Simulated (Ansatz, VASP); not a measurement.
# InP: VASP beside Ansatz

File INCAR:

```
ALGO     = Normal         # electronic algorithm
EDIFF    = 1E-7           # SCF threshold, eV
EDIFFG   = -0.002         # ionic threshold
ENCUT    = 520            # plane-wave cutoff, eV
GGA      = PS             # functional
IBRION   = 2              # ionic algorithm
ISIF     = 2              # what is computed and relaxed
ISMEAR   = 0              # smearing method
LASPH    = T              # aspherical terms in the spheres
LCHARG   = F              # write CHGCAR
LREAL    = F              # projectors in reciprocal space
LWAVE    = F              # write WAVECAR
NELM     = 100            # most SCF steps
NSW      = 60             # ionic steps
PREC     = Accurate       # precision mode
SIGMA    = 0.02           # smearing width, eV
```

Contents of KPOINTS:

```
k-points
0
Gamma
  10 10 10
```

POSCAR

```
InP
1.0
    0.0000000000      2.9097962392      2.9097962392
    2.9097962392      0.0000000000      2.9097962392
    2.9097962392      2.9097962392      0.0000000000
In P
1 1
Direct
    0.0000000000      0.0000000000      0.0000000000
    0.2500000000      0.2500000000      0.2500000000
```

Input for Ansatz:

```yaml
crystal:
  lattice:
    - [0.0, 2.9097962392, 2.9097962392]
    - [2.9097962392, 0.0, 2.9097962392]
    - [2.9097962392, 2.9097962392, 0.0]
  atoms:
    - { symbol: In, position: [0.0, 0.0, 0.0] }
    - { symbol: P, position: [0.25, 0.25, 0.25] }
basis:
  ecutwfc: 420
kpoints:
  mp_grid: { grid: [10, 10, 10] }
hamiltonian:
  xc: pbesol
scf:
  occupations: { method: gaussian, width: 0.02 }
output:
  forces: true
  stress: true
  eigenvalues: true
relax:
  adjacent_minimum: "off"
  f_tol: 0.002
  max_steps: 40
```

Change from the starting cell: strained cell.

Alike in both runs: task relaxation of the atoms; functional PBEsol; k mesh 10 × 10 × 10; occupations gaussian, width 0.02 eV; no spin polarisation.

|  | VASP | Ansatz |
| --- | --- | --- |
| version | VASP 6.6.1 | Ansatz 0.2.0 |
| potentials or method | VASP PAW PBE potentials, release 64 (In_d, P) | scalar-relativistic, plane waves, PAW |
| plane-wave cutoff (eV) | 520 | 420 |
| valence electrons in the cell | 18 | 18 |

```tsv
	VASP	Ansatz	Ansatz less VASP
gap on the k mesh at the Fermi level, each at its own relaxed structure (eV)	0.73	0.73	+0.001
```

Ansatz warned: «stress_scf_threshold_loose».

Caveats: the relaxation stopped at its first step, so nothing moved; spin-orbit coupling is left out, which moves the levels of the heavy elements.
